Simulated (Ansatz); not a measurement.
Input, command and steps of an Ansatz relaxation.

```yaml
crystal:
  lattice:
    - [2.6942003314, 0.0, 0.0]
    - [-1.3471001657, 2.3332459299, 0.0]
    - [0.0, 0.0, 18.4752578429]
  atoms:
    - { symbol: Co, position: [0.6666666667, 0.3333333333, 0.8333333333] }
    - { symbol: Co, position: [0.3333333333, 0.6666666667, 0.1666666667] }
    - { symbol: Co, position: [0.0, 0.0, 0.5] }
    - { symbol: Pd, position: [0.0, 0.0, 0.0] }
    - { symbol: Pd, position: [0.6666666667, 0.3333333333, 0.3333333333] }
    - { symbol: Pd, position: [0.3333333333, 0.6666666667, 0.6666666667] }
    - { symbol: O, position: [0.3333333333, 0.6666666667, 0.7772580265] }
    - { symbol: O, position: [0.0, 0.0, 0.8894086402] }
    - { symbol: O, position: [0.0, 0.0, 0.1105913598] }
    - { symbol: O, position: [0.6666666667, 0.3333333333, 0.2227419735] }
    - { symbol: O, position: [0.6666666667, 0.3333333333, 0.4439246932] }
    - { symbol: O, position: [0.3333333333, 0.6666666667, 0.5560753068] }
basis:
  ecutwfc: 420
kpoints:
  mp_grid: { grid: [12, 12, 2] }
hamiltonian:
  xc: pbe
  hubbard: { sites: [{ species: Co, l: d, u_eff: 3.32 }] }
scf:
  occupations: { method: gaussian, width: 0.1 }
output:
  forces: true
  stress: true
  eigenvalues: true
relax:
  adjacent_minimum: "off"
  f_tol: 0.008
  max_steps: 40
  cell: { stress_tol: 0.015, fix: [a, b, gamma] }
```

```bash
ansatz run input.yaml --threads 1 --pin off --max-ram 2560MiB --backend cpu --events-out ev --progress --plain --runs-dir out
```

The calculation used DFT PBE+U, scalar-relativistic, plane waves, PAW (Ansatz).

Of 8 frames 7 are shown, positions in Å and forces in eV/Å; the SCF threshold varies from step to step. Steps run on the plane waves of an earlier cell, with a Pulay correction in the pressure. The basis is chosen afresh for the last frame, the zero of the energies, and at times for earlier ones too; energy and pressure step there, also at an unchanged geometry.

```xyz
12
Lattice="2.6942 0.0000 0.0000 -1.3471 2.3332 0.0000 0.0000 0.0000 18.4753" Properties=species:S:1:pos:R:3:forces:R:3 pbc="T T T" step=1 free_energy_over_end_meV_per_atom=2.54 pressure_GPa=18.07
Co    1.3471    0.7777   15.3960    0.0000    0.0000    0.0000
Co    0.0000    1.5555    3.0792    0.0000    0.0000    0.0000
Co    0.0000    0.0000    9.2376    0.0000    0.0000    0.0000
Pd    0.0000    0.0000    0.0000    0.0000    0.0000    0.0000
Pd    1.3471    0.7777    6.1584    0.0000    0.0000    0.0000
Pd    0.0000    1.5555   12.3168    0.0000    0.0000    0.0000
O     0.0000    1.5555   14.3600    0.0000    0.0000   -0.4483
O     0.0000    0.0000   16.4321    0.0000    0.0000    0.4483
O     0.0000    0.0000    2.0432    0.0000    0.0000   -0.4483
O     1.3471    0.7777    4.1152    0.0000    0.0000    0.4483
O     1.3471    0.7777    8.2016    0.0000    0.0000   -0.4483
O     0.0000    1.5555   10.2736    0.0000    0.0000    0.4483
12
Lattice="2.6942 0.0000 0.0000 -1.3471 2.3332 0.0000 0.0000 0.0000 18.3985" Properties=species:S:1:pos:R:3:forces:R:3 pbc="T T T" step=2 free_energy_over_end_meV_per_atom=0.40 pressure_GPa=18.92
Co    1.3471    0.7777   15.3321    0.0000    0.0000    0.0000
Co    0.0000    1.5555    3.0664    0.0000    0.0000    0.0000
Co    0.0000    0.0000    9.1992    0.0000    0.0000    0.0000
Pd    0.0000    0.0000    0.0000    0.0000    0.0000    0.0000
Pd    1.3471    0.7777    6.1328    0.0000    0.0000    0.0000
Pd    0.0000    1.5555   12.2657    0.0000    0.0000    0.0000
O     0.0000    1.5555   14.2924    0.0000    0.0000   -0.2381
O     0.0000    0.0000   16.3717    0.0000    0.0000    0.2381
O     0.0000    0.0000    2.0267    0.0000    0.0000   -0.2381
O     1.3471    0.7777    4.1061    0.0000    0.0000    0.2381
O     1.3471    0.7777    8.1596    0.0000    0.0000   -0.2381
O     0.0000    1.5555   10.2389    0.0000    0.0000    0.2381
12
Lattice="2.6942 0.0000 0.0000 -1.3471 2.3332 0.0000 0.0000 0.0000 18.3592" Properties=species:S:1:pos:R:3:forces:R:3 pbc="T T T" step=3 free_energy_over_end_meV_per_atom=-0.25 pressure_GPa=19.15
Co    1.3471    0.7777   15.2993    0.0000    0.0000    0.0000
Co    0.0000    1.5555    3.0599    0.0000    0.0000    0.0000
Co    0.0000    0.0000    9.1796    0.0000    0.0000    0.0000
Pd    0.0000    0.0000    0.0000    0.0000    0.0000    0.0000
Pd    1.3471    0.7777    6.1197    0.0000    0.0000    0.0000
Pd    0.0000    1.5555   12.2395    0.0000    0.0000    0.0000
O     0.0000    1.5555   14.2535    0.0000    0.0000   -0.0047
O     0.0000    0.0000   16.3451    0.0000    0.0000    0.0047
O     0.0000    0.0000    2.0140    0.0000    0.0000   -0.0047
O     1.3471    0.7777    4.1057    0.0000    0.0000    0.0047
O     1.3471    0.7777    8.1338    0.0000    0.0000   -0.0047
O     0.0000    1.5555   10.2254    0.0000    0.0000    0.0047
12
Lattice="2.6942 0.0000 0.0000 -1.3471 2.3332 0.0000 0.0000 0.0000 18.3679" Properties=species:S:1:pos:R:3:forces:R:3 pbc="T T T" step=4 free_energy_over_end_meV_per_atom=-0.24 pressure_GPa=18.99
Co    1.3471    0.7777   15.3066    0.0000    0.0000    0.0000
Co    0.0000    1.5555    3.0613    0.0000    0.0000    0.0000
Co    0.0000    0.0000    9.1840    0.0000    0.0000    0.0000
Pd    0.0000    0.0000    0.0000    0.0000    0.0000    0.0000
Pd    1.3471    0.7777    6.1226    0.0000    0.0000    0.0000
Pd    0.0000    1.5555   12.2453    0.0000    0.0000    0.0000
O     0.0000    1.5555   14.2601    0.0000    0.0000   -0.0021
O     0.0000    0.0000   16.3530    0.0000    0.0000    0.0021
O     0.0000    0.0000    2.0149    0.0000    0.0000   -0.0021
O     1.3471    0.7777    4.1078    0.0000    0.0000    0.0021
O     1.3471    0.7777    8.1375    0.0000    0.0000   -0.0021
O     0.0000    1.5555   10.2304    0.0000    0.0000    0.0021
12
Lattice="2.6942 0.0000 0.0000 -1.3471 2.3332 0.0000 0.0000 0.0000 18.3703" Properties=species:S:1:pos:R:3:forces:R:3 pbc="T T T" step=5 free_energy_over_end_meV_per_atom=-0.23 pressure_GPa=18.94
Co    1.3471    0.7777   15.3085    0.0000    0.0000    0.0000
Co    0.0000    1.5555    3.0617    0.0000    0.0000    0.0000
Co    0.0000    0.0000    9.1851    0.0000    0.0000    0.0000
Pd    0.0000    0.0000    0.0000    0.0000    0.0000    0.0000
Pd    1.3471    0.7777    6.1234    0.0000    0.0000    0.0000
Pd    0.0000    1.5555   12.2468    0.0000    0.0000    0.0000
O     0.0000    1.5555   14.2619    0.0000    0.0000    0.0001
O     0.0000    0.0000   16.3552    0.0000    0.0000   -0.0001
O     0.0000    0.0000    2.0151    0.0000    0.0000    0.0001
O     1.3471    0.7777    4.1084    0.0000    0.0000   -0.0001
O     1.3471    0.7777    8.1385    0.0000    0.0000    0.0001
O     0.0000    1.5555   10.2318    0.0000    0.0000   -0.0001
12
Lattice="2.6942 0.0000 0.0000 -1.3471 2.3332 0.0000 0.0000 0.0000 18.3703" Properties=species:S:1:pos:R:3:forces:R:3 pbc="T T T" step=6 free_energy_over_end_meV_per_atom=0.01 pressure_GPa=18.90
Co    1.3471    0.7777   15.3085    0.0000    0.0000    0.0000
Co    0.0000    1.5555    3.0617    0.0000    0.0000    0.0000
Co    0.0000    0.0000    9.1851    0.0000    0.0000    0.0000
Pd    0.0000    0.0000    0.0000    0.0000    0.0000    0.0000
Pd    1.3471    0.7777    6.1234    0.0000    0.0000    0.0000
Pd    0.0000    1.5555   12.2468    0.0000    0.0000    0.0000
O     0.0000    1.5555   14.2619    0.0000    0.0000   -0.0001
O     0.0000    0.0000   16.3552    0.0000    0.0000    0.0001
O     0.0000    0.0000    2.0151    0.0000    0.0000   -0.0001
O     1.3471    0.7777    4.1084    0.0000    0.0000    0.0001
O     1.3471    0.7777    8.1385    0.0000    0.0000   -0.0001
O     0.0000    1.5555   10.2318    0.0000    0.0000    0.0001
12
Lattice="2.6942 0.0000 0.0000 -1.3471 2.3332 0.0000 0.0000 0.0000 18.3674" Properties=species:S:1:pos:R:3:forces:R:3 pbc="T T T" step=8 free_energy_over_end_meV_per_atom=0.00 pressure_GPa=18.95
Co    1.3471    0.7777   15.3062    0.0000    0.0000    0.0000
Co    0.0000    1.5555    3.0612    0.0000    0.0000    0.0000
Co    0.0000    0.0000    9.1837    0.0000    0.0000    0.0000
Pd    0.0000    0.0000    0.0000    0.0000    0.0000    0.0000
Pd    1.3471    0.7777    6.1225    0.0000    0.0000    0.0000
Pd    0.0000    1.5555   12.2449    0.0000    0.0000    0.0000
O     0.0000    1.5555   14.2597    0.0000    0.0000    0.0000
O     0.0000    0.0000   16.3527    0.0000    0.0000    0.0000
O     0.0000    0.0000    2.0147    0.0000    0.0000    0.0000
O     1.3471    0.7777    4.1077    0.0000    0.0000    0.0000
O     1.3471    0.7777    8.1372    0.0000    0.0000    0.0000
O     0.0000    1.5555   10.2302    0.0000    0.0000    0.0000
```

The run took 2.1 min on 1 thread of Intel(R) Xeon(R) 6975P-C (Granite Rapids), with other jobs on the host, peak memory 0.81 GiB.

Spin polarisation was left out, and a magnetic state may lie lower.